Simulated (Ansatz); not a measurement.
# BeTe (F-43m) in Ansatz: settings compared

Aim: see how the results for BeTe move with the level of theory and the settings. Levels: SVWN5, PBE. Tasks: band structure, single point, equation of state.

All numbers are computed with Ansatz 0.2.0; they aren't measurements. Logs are shortened: lines on timing, memory, paths and dates and some standing lists are left out, and cuts for length are marked.

## 1. The crystal as given

The structure is cubic, space group F-43m (No. 216). The conventional cell has a = 5.540 Å, b = 5.540 Å, c = 5.540 Å, α = 90.00°, β = 90.00°, γ = 90.00°. Te (site symmetry -43m) is surrounded by 4 Be at 2.40 Å. Be (site symmetry -43m) has 4 Te at 2.40 Å as nearest neighbours.

## 2. Band structure, SVWN5

File input.yaml:

```yaml
crystal:
  lattice:
    - [0.0, 2.77, 2.77]
    - [2.77, 0.0, 2.77]
    - [2.77, 2.77, 0.0]
  atoms:
    - { symbol: Te, position: [0.75, 0.75, 0.75] }
    - { symbol: Be, position: [0.0, 0.0, 0.0] }
hamiltonian:
  xc: { exchange: slater, correlation: vwn5 }
  pseudopotentials: { kind: paw }
kpoints:
  mp_grid: { grid: [8, 8, 8] }
  band_path:
    path:
      - [[0.0, 0.0, 0.0], [0.5, 0.0, 0.5], [0.5, 0.25, 0.75], [0.375, 0.375, 0.75], [0.0, 0.0, 0.0], [0.5, 0.5, 0.5], [0.625, 0.25, 0.625], [0.5, 0.25, 0.75], [0.5, 0.5, 0.5], [0.375, 0.375, 0.75]]
      - [[0.625, 0.25, 0.625], [0.5, 0.0, 0.5]]
    npoints: 14
scf:
  occupations: { method: fermi_dirac, width: 0.05 }
  n_extra_bands: 6
output:
  forces: true
  stress: true
  eigenvalues: true
  fatbands: true
  write_density: true
  write_potential: true
  elf: true
  volumetric_format: npy
```

Potentials or basis: Ansatz PAW.

Started as:

```
$ ansatz run input.yaml --threads 2 --pin off --max-ram 5120MiB --backend cpu --events-out ev --progress --plain --runs-dir out
```

Output:

```text
Warning: RAYON_NUM_THREADS=2 ignored (pool sized by the plan → 2); use --threads N
scf.n_extra_bands = 6 over 9 filled bands (N_el = 18.0): the run solves 15 bands
Engine: ansatz 0.2.0, aarch64-unknown-linux-gnu
Pseudopotentials: kind: paw
Pseudopotential: Te, paw, valence charge 16, recommended cutoff 420 eV (normal), Te.paw.azcp
Pseudopotential: Be, paw, valence charge 2, recommended cutoff 420 eV (normal), Be.paw.azcp
Functional definition: unnamed
  exchange = slater_x
  correlation = vwn5_c
Crystal: 2 atoms, lattice volume = 42.508 Å³
Basis set: ecut = 420 eV, 869 PW (Γ)
Bands: 15, of which v1, the nominal top of the filled ones, is band 9 counted from 1 (8 counted from 0)
Symmetry: 24 space group operations
Space group: F-43m (ITA 216), of the structure as read, at distance tolerance 3.5e-5 Å
k-points: 29 of 512 (time reversal used)
Non-local potential: Te, projectors of the file, l = 0: 2, l = 1: 2, l = 2: 2, l = 3: 2
Non-local potential: Be, projectors of the file, l = 0: 2, l = 1: 2, l = 2: 1
PAW form: soft (Blöchl's): semilocal exchange-correlation on the pseudo side does not see the compensation charge
PAW frozen core: Te, regenerated for the run's functional, and the local potential with it (the file was generated under x = pbe(κ = 0.804, μ = 0.2195149727645171), c = pbe(β = 0.06672455060314922))
PAW frozen core: Be, regenerated for the run's functional, and the local potential with it (the file was generated under x = pbe(κ = 0.804, μ = 0.2195149727645171), c = pbe(β = 0.06672455060314922))
PAW one-centre angular grid: Te, 590 points (default); XC on 64 Gauss nodes
PAW one-centre angular grid: Be, 110 points (default); XC on 64 Gauss nodes
Initial density: superposition of atomic densities (neutral atoms: chi_scale 0, normalization atom), corrected by the library's trained network
Initial wavefunctions: pseudopotential atomic-orbital guess
Functional: x = slater, c = vwn5
SCF iter   1: F=—  HF=-6916.757036 eV  |F-HF|=—  |Δ(HF+E_count)|=         —  Δρ=4.83e-3  dr2=7.76e-3  ethr=1.77e-3  ⟨swp⟩=6.4  Hψ=2718  notcnv=0  defer=3
preconditioner: auto → none  [insulator: Δε(μ)=1.804 eV  Ē_g=12.172 eV  σ=0.050 eV  W_gap=1.00  n_scr=14 (ndim 8)  ℏωp=16.1 eV  f_vac=0.007  D(μ)=0.00/eV (n_scr^D=0)  ε∞_Penn≈2.8]
SCF iter   2: F=—  HF=-6916.754477 eV  |F-HF|=—  |Δ(HF+E_count)|=   2.56e-3  Δρ=2.00e-3  dr2=6.52e-4  ethr=4.31e-5  ⟨swp⟩=1.7  Hψ=725  notcnv=0  defer=18
SCF iter   3: F=—  HF=-6916.754166 eV  |F-HF|=—  |Δ(HF+E_count)|=   3.11e-4  Δρ=7.67e-4  dr2=1.09e-4  ethr=3.62e-6  ⟨swp⟩=2.1  Hψ=644  notcnv=0  defer=18
SCF iter   4: F=—  HF=-6916.754154 eV  |F-HF|=—  |Δ(HF+E_count)|=   1.18e-5  Δρ=1.20e-4  dr2=3.77e-6  ethr=6.03e-7  ⟨swp⟩=1.9  Hψ=479  notcnv=0  defer=18
SCF iter   5: F=—  HF=-6916.754152 eV  |F-HF|=—  |Δ(HF+E_count)|=   1.96e-6  Δρ=1.35e-5  dr2=7.08e-8  ethr=2.10e-8  ⟨swp⟩=2.2  Hψ=651  notcnv=0  defer=18
SCF iter   6: F=-6916.754152 eV  HF=-6916.754152 eV  |F-HF|=1.18e-11  |Δ(HF+E_count)|=   7.65e-9  Δρ=9.37e-7  dr2=2.09e-10  ethr=3.94e-10  ⟨swp⟩=10.1  Hψ=2720  notcnv=0
SCF 1 converged in 6 iterations: F = -6916.754152 eV  dr2 = 2.09e-10
NSCF: frozen V_eff on 142 k-points
SCF converged after 6 iterations
Free energy (F): -6916.754152 eV
Harris-Foulkes:  -6916.754152 eV  (|F-HF|=1.18e-11)
Internal energy: -6916.754152 eV  (E = F + TS)
E sigma→0 (E₀):  -6916.754152 eV
Fermi energy:    8.705718 eV
--- Per-component energies (eV) ---
  E_band       = -262.232665
  E_kinetic    = 202.500137
  E_local      = -1335.434858  (includes V_loc(G=0)·N_el)
  E_nonlocal   = -299.215210
  E_hartree    = 840.782546
  E_xc         = -143.520602
  E_vxc        = -125.857882  (∫ρ·V_xc dr)
  E_paw        = -4566.659501  (= ΣΔE_a)
  E_vpaw       = -385.790069  (= ΣTr[D̂ρ^β])
  E_aug_tail   = -0.000224  (compensation charges beyond the density's cutoff)
  E_ewald      = -1615.915793
  E_core_change = 0.709353  (= ΣΔE_core)
  E_smearing   = -0.000000  (= −TS)
  E_closure    = 0.000000  (closes the sum)
  Σ components = -6916.754152   (vs F -6916.754152, Δ=0.00e0)
--- Forces (eV/Å), atoms counted from 1 ---
  atom   1  Te    -0.00000000     0.00000000    -0.00000000
  atom   2  Be    -0.00000000    -0.00000000     0.00000000
  max |Σ_I F_I| component: 2.50e-16 eV/Å
--- Stress (GPa, compression-positive) ---
        0.461373       0.000000       0.000000
       -0.000000       0.461373       0.000000
       -0.000000       0.000000       0.461373
  P = ⅓ Tr σ = 0.4614 GPa (4.614 kbar)
--- Band table (eV; the first three rows and the last of 29) ---
  k-point 0: bands = ["-28.4165", "-28.4165", "-28.4165", "-28.3992", "-28.3992", "-4.8594", "7.8187", "7.8187", "7.8187", "11.3996", "11.3996", "11.3996", "11.8735", "16.0857", "18.4777"]
  k-point 1: bands = ["-28.4161", "-28.4158", "-28.4158", "-28.3991", "-28.3991", "-4.7029", "6.4374", "7.5634", "7.5634", "11.4031", "11.7661", "11.7661", "13.1498", "16.4833", "17.3194"]
  k-point 2: bands = ["-28.4152", "-28.4145", "-28.4145", "-28.3988", "-28.3988", "-4.2693", "4.3324", "7.0945", "7.0945", "11.2198", "12.3176", "12.3176", "15.0081", "16.8204", "17.0148"]
  k-point 28: bands = ["-28.4135", "-28.4129", "-28.4082", "-28.4002", "-28.3972", "-2.8510", "3.0908", "3.8539", "4.3695", "13.0693", "13.3089", "13.4249", "14.2529", "19.0106", "19.8256"]
```

Run time: 4.8 s. Hardware: 2 threads of Arm Neoverse V1, shared host; peak memory 0.32 GiB.

What came out:

| Property | Result |
| --- | --- |
| Free energy | -6916.7542 eV |
| Pressure | 0.5 GPa |
| Band gap on the k mesh | 1.77 eV, indirect (least direct gap 3.58 eV) |
| Band gap along the path | 1.77 eV, indirect (least direct gap 3.58 eV) |

Levels at the corners of the path, in eV from the valence-band top:
| point | band 5 | band 6 | band 7 | band 8 | band 9 | band 10 | band 11 | band 12 | band 13 | band 14 |
| --- | --- | --- | --- | --- | --- | --- | --- | --- | --- | --- |
| Γ | -36.22 | -12.68 | 0.00 | 0.00 | 0.00 | 3.58 | 3.58 | 3.58 | 4.05 | 8.27 |
| X | -36.21 | -10.71 | -5.33 | -2.82 | -2.82 | 1.77 | 2.62 | 9.97 | 9.97 | 11.65 |
| W | -36.22 | -10.67 | -4.73 | -3.96 | -3.45 | 5.25 | 5.49 | 5.61 | 6.43 | 11.19 |
| K | -36.22 | -10.73 | -4.94 | -4.16 | -2.38 | 2.59 | 5.28 | 8.05 | 8.37 | 9.32 |
| Γ | -36.22 | -12.68 | 0.00 | 0.00 | 0.00 | 3.58 | 3.58 | 3.58 | 4.05 | 8.27 |
| L | -36.22 | -11.23 | -5.84 | -1.21 | -1.21 | 3.20 | 4.58 | 4.58 | 7.66 | 10.98 |
| U | -36.22 | -10.73 | -4.94 | -4.16 | -2.38 | 2.59 | 5.28 | 8.05 | 8.37 | 9.32 |
| W | -36.22 | -10.67 | -4.73 | -3.96 | -3.45 | 5.25 | 5.49 | 5.61 | 6.43 | 11.19 |
| L | -36.22 | -11.23 | -5.84 | -1.21 | -1.21 | 3.20 | 4.58 | 4.58 | 7.66 | 10.98 |
| K | -36.22 | -10.73 | -4.94 | -4.16 | -2.38 | 2.59 | 5.28 | 8.05 | 8.37 | 9.32 |
| U | -36.22 | -10.73 | -4.94 | -4.16 | -2.38 | 2.59 | 5.28 | 8.05 | 8.37 | 9.32 |
| X | -36.21 | -10.71 | -5.33 | -2.82 | -2.82 | 1.77 | 2.62 | 9.97 | 9.97 | 11.65 |

Caveat: spin-orbit coupling is left out, which moves the levels of the heavy elements; the PAW data sets come from PBE, with cores solved anew for the run's functional, which leaves a small shift of forces and pressure.

## 3. Single point, PBE, 19.98 Å³/atom (volume scaled by 0.94)

File input.yaml:

```yaml
crystal:
  lattice:
    - [0.0, 2.7134535211, 2.7134535211]
    - [2.7134535211, 0.0, 2.7134535211]
    - [2.7134535211, 2.7134535211, 0.0]
  atoms:
    - { symbol: Te, position: [0.75, 0.75, 0.75] }
    - { symbol: Be, position: [0.0, 0.0, 0.0] }
hamiltonian:
  xc: pbe
  pseudopotentials: { kind: paw, core: small }
kpoints:
  mp_grid: { grid: [8, 8, 8] }
scf:
  occupations: { method: fermi_dirac, width: 0.05 }
output:
  forces: true
  stress: true
  eigenvalues: true
```

Potentials or basis: Ansatz PAW.

Started as:

```
$ ansatz run input.yaml --threads 2 --pin off --max-ram 5120MiB --backend cpu --events-out ev --progress --plain --runs-dir out
```

Wall time 1.1 s (2 threads of Arm Neoverse V1, shared host); peak memory 0.29 GiB.

It converged, with:

```yaml
Free_energy: -7073.3014 eV
Pressure: 9.3 GPa
Band_gap_on_the_k_mesh: 1.69 eV, indirect (least direct gap 3.52 eV)
```

Caveat: spin-orbit coupling is left out, which moves the levels of the heavy elements.

## 4. Single point, PBE, 20.40 Å³/atom (volume scaled by 0.96)

Changes to input.yaml since step 3:

```diff
@@ -2,5 +2,5 @@
   lattice:
-    - [0.0, 2.7134535211, 2.7134535211]
-    - [2.7134535211, 0.0, 2.7134535211]
-    - [2.7134535211, 2.7134535211, 0.0]
+    - [0.0, 2.7325629784, 2.7325629784]
+    - [2.7325629784, 0.0, 2.7325629784]
+    - [2.7325629784, 2.7325629784, 0.0]
   atoms:
@@ -19 +19,5 @@
   eigenvalues: true
+  write_density: true
+  write_potential: true
+  elf: true
+  volumetric_format: npy
```

Started as:

```
$ ansatz run input.yaml --threads 2 --pin off --max-ram 5120MiB --backend cpu --events-out ev --progress --plain --runs-dir out
```

Wall time 1.5 s (2 threads of Arm Neoverse V1, shared host); peak memory 0.3 GiB.

It converged, with:

```yaml
Free_energy: -7073.3460 eV
Pressure: 7.5 GPa
Band_gap_on_the_k_mesh: 1.75 eV, indirect (least direct gap 3.54 eV)
```

Caveat: spin-orbit coupling is left out, which moves the levels of the heavy elements.

## 5. Single point, PBE, 20.83 Å³/atom (volume scaled by 0.98)

File input.yaml:

```yaml
crystal:
  lattice:
    - [0.0, 2.7514088358, 2.7514088358]
    - [2.7514088358, 0.0, 2.7514088358]
    - [2.7514088358, 2.7514088358, 0.0]
  atoms:
    - { symbol: Te, position: [0.75, 0.75, 0.75] }
    - { symbol: Be, position: [0.0, 0.0, 0.0] }
hamiltonian:
  xc: pbe
  pseudopotentials: { kind: paw, core: small }
kpoints:
  mp_grid: { grid: [8, 8, 8] }
scf:
  occupations: { method: fermi_dirac, width: 0.05 }
output:
  forces: true
  stress: true
  eigenvalues: true
```

Started as:

```
$ ansatz run input.yaml --threads 2 --pin off --max-ram 5120MiB --backend cpu --events-out ev --progress --plain --runs-dir out
```

It took 1.1 s on 2 threads of Arm Neoverse V1, shared host; peak memory 0.29 GiB.

The run converged. Its results:

| Property | Result |
| --- | --- |
| Free energy | -7073.3813 eV |
| Pressure | 5.8 GPa |
| Band gap on the k mesh | 1.81 eV, indirect (least direct gap 3.57 eV) |

Caveat: spin-orbit coupling is left out, which moves the levels of the heavy elements.

## 6. Single point, PBE, 21.25 Å³/atom

Changes to input.yaml since step 5:

```diff
@@ -2,5 +2,5 @@
   lattice:
-    - [0.0, 2.7514088358, 2.7514088358]
-    - [2.7514088358, 0.0, 2.7514088358]
-    - [2.7514088358, 2.7514088358, 0.0]
+    - [0.0, 2.77, 2.77]
+    - [2.77, 0.0, 2.77]
+    - [2.77, 2.77, 0.0]
   atoms:
```

Potentials or basis: Ansatz PAW.

Started as:

```
$ ansatz run input.yaml --threads 2 --pin off --max-ram 5120MiB --backend cpu --events-out ev --progress --plain --runs-dir out
```

It took 1.1 s on 2 threads of Arm Neoverse V1, shared host; peak memory 0.3 GiB.

It converged, with:

```
Free energy            : -7073.4079 eV
Pressure               : 4.3 GPa
Band gap on the k mesh : 1.86 eV, indirect (least direct gap 3.59 eV)
```

Caveat: spin-orbit coupling is left out, which moves the levels of the heavy elements.

## 7. Single point, PBE, 21.68 Å³/atom (volume scaled by 1.02)

Changes to input.yaml since step 6:

```diff
@@ -2,5 +2,5 @@
   lattice:
-    - [0.0, 2.77, 2.77]
-    - [2.77, 0.0, 2.77]
-    - [2.77, 2.77, 0.0]
+    - [0.0, 2.7883449055, 2.7883449055]
+    - [2.7883449055, 0.0, 2.7883449055]
+    - [2.7883449055, 2.7883449055, 0.0]
   atoms:
```

Started as:

```
$ ansatz run input.yaml --threads 2 --pin off --max-ram 5120MiB --backend cpu --events-out ev --progress --plain --runs-dir out
```

Run time: 1.1 s. Hardware: 2 threads of Arm Neoverse V1, shared host; peak memory 0.3 GiB.

It converged, with:

| Property | Result |
| --- | --- |
| Free energy | -7073.4269 eV |
| Pressure | 2.9 GPa |
| Band gap on the k mesh | 1.91 eV, indirect (least direct gap 3.60 eV) |

Caveat: spin-orbit coupling is left out, which moves the levels of the heavy elements.

## 8. Single point, PBE, 22.10 Å³/atom (volume scaled by 1.04)

Changes to input.yaml since step 7:

```diff
@@ -2,5 +2,5 @@
   lattice:
-    - [0.0, 2.7883449055, 2.7883449055]
-    - [2.7883449055, 0.0, 2.7883449055]
-    - [2.7883449055, 2.7883449055, 0.0]
+    - [0.0, 2.8064515486, 2.8064515486]
+    - [2.8064515486, 0.0, 2.8064515486]
+    - [2.8064515486, 2.8064515486, 0.0]
   atoms:
```

Started as:

```
$ ansatz run input.yaml --threads 2 --pin off --max-ram 5120MiB --backend cpu --events-out ev --progress --plain --runs-dir out
```

Wall time 1.2 s (2 threads of Arm Neoverse V1, shared host); peak memory 0.3 GiB.

The run converged. Its results:

```
Free energy            : -7073.4388 eV
Pressure               : 1.6 GPa
Band gap on the k mesh : 1.96 eV, indirect (least direct gap 3.62 eV)
```

Caveat: spin-orbit coupling is left out, which moves the levels of the heavy elements.

## 9. Single point, PBE, 22.53 Å³/atom (volume scaled by 1.06)

Changes to input.yaml since step 8:

```diff
@@ -2,5 +2,5 @@
   lattice:
-    - [0.0, 2.8064515486, 2.8064515486]
-    - [2.8064515486, 0.0, 2.8064515486]
-    - [2.8064515486, 2.8064515486, 0.0]
+    - [0.0, 2.8243275181, 2.8243275181]
+    - [2.8243275181, 0.0, 2.8243275181]
+    - [2.8243275181, 2.8243275181, 0.0]
   atoms:
```

Potentials or basis: Ansatz PAW.

Started as:

```
$ ansatz run input.yaml --threads 2 --pin off --max-ram 5120MiB --backend cpu --events-out ev --progress --plain --runs-dir out
```

It took 1.2 s on 2 threads of Arm Neoverse V1, shared host; peak memory 0.3 GiB.

The run converged. Its results:

| Item | Value |
| --- | --- |
| Free energy | -7073.4443 eV |
| Pressure | 0.5 GPa |
| Band gap on the k mesh | 2.01 eV, indirect (least direct gap 3.64 eV) |

Caveat: spin-orbit coupling is left out, which moves the levels of the heavy elements.

## 10. Equation of state, PBE

Potentials or basis: Ansatz PAW small core.

This step only gathers the single runs of the series.

What came out:

| Item | Value |
| --- | --- |
| Equilibrium volume | 22.71 Å³/atom (rough: see the caveat) |
| Bulk modulus | 57 GPa (rough) |

Energy against volume, from the lowest point:
| volume (Å³/atom) | energy (meV/atom) |
| --- | --- |
| 19.979 | 71.41 |
| 20.404 | 49.11 |
| 20.829 | 31.50 |
| 21.254 | 18.16 |
| 21.679 | 8.68 |
| 22.104 | 2.74 |
| 22.529 | 0.00 |

Caveat: the minimum lies outside the volumes run. The run has no spin-orbit coupling, so splittings on Te are missing.
